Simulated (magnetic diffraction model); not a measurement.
## Magnetic neutron pattern of Yb₃Ho

Space group Pm-3m (no. 221), a = 5.1600 Å.

| site | atom | x | y | z |
| --- | --- | --- | --- | --- |
| 3c | Yb | 1/2 | 0 | 1/2 |
| 1a | Ho | 0 | 0 | 0 |

This is a made-up structure (elements placed in a structure type, unrelaxed), so the numbers test the method and describe no known phase.

Only Yb and Ho are taken to order (form factors of Yb3+ and Ho3+); orders and moment sizes are assumed, and not adapted to the symmetry. Radiation: neutrons of λ = 1.8 Å, 2° to 100°; isotropic B of 0.07 Å² (Yb) and 0.11 Å² (Ho). The intensities are simulated: I ∝ L Σ (|F_N|² + |F_M⊥|²) for unpolarised neutrons, with F_M = 2.695 fm/μB × Σ f(s) S exp(2πi Q·r) exp(−B s²) at Q = H ± k (one set where k and −k are equivalent), only the part normal to Q counting and L = 1/(sin²θ cos θ). For collinear order S is the moment m, which repeats by lattice and centring translations R with the sign exp(−2πi k·R). Form factors are spin-only for 3d ions and dipole or tabulated for f ions, scattering lengths are Sears's of 1992, and absorption is left out. A label names one of the reflections at its angle. The strongest nuclear line in the range is 100, and lines under 0.2 are left out.

Assume the order k = (0 0 0), collinear moments along [010], 3.8 μB on Yb and 7.2 μB on Ho; signs + at (1/2, 0, 1/2), − at (1/2, 1/2, 0), + at (0, 1/2, 1/2), − at (0, 0, 0).

Predict the pattern, nuclear and magnetic parts apart.

| 2θ (°) | index | nuclear | magnetic |
| --- | --- | --- | --- |
| 20.09 | (1 0 0) | 2.1 | 86.0 |
| 28.56 | (1 1 0) | 2.1 | 43.3 |
| 35.17 | (1 1 1) | 100.0 | 2.1 |
| 40.83 | (2 0 0) | 57.1 | 1.1 |
| 45.91 | (2 1 0) | 1.8 | 35.1 |
| 50.59 | (2 1 1) | 1.5 | 37.8 |
| 59.12 | (2 2 0) | 61.2 | 0.8 |
| 63.10 | (3 0 0) | 1.3 | 21.9 |
| 66.95 | (3 1 0) | 1.0 | 12.1 |
| 70.69 | (3 1 1) | 94.5 | 1.0 |
| 74.34 | (2 2 2) | 29.5 | 0.3 |
| 77.93 | (3 2 0) | 0.8 | 13.6 |
| 81.48 | (3 2 1) | 1.6 | 19.0 |
| 88.48 | (4 0 0) | 18.4 | 0.1 |
| 91.97 | (4 1 0) | 1.4 | 14.6 |
| 95.46 | (4 1 1) | 1.0 | 12.3 |
| 98.98 | (3 3 1) | 67.9 | 0.4 |

The strongest magnetic line in the range is (1 0 0) at 20.09° (86.0). On top of the Lorentz factor, which all lines share, magnetic lines fade with angle because f falls: for Yb3+ it is 0.97, 0.88, 0.76 and 0.51 at sin θ/λ = 0.1, 0.2, 0.3 and 0.5 Å⁻¹, while nuclear lengths stay constant. The net moment is 3.40 μB a primitive cell.
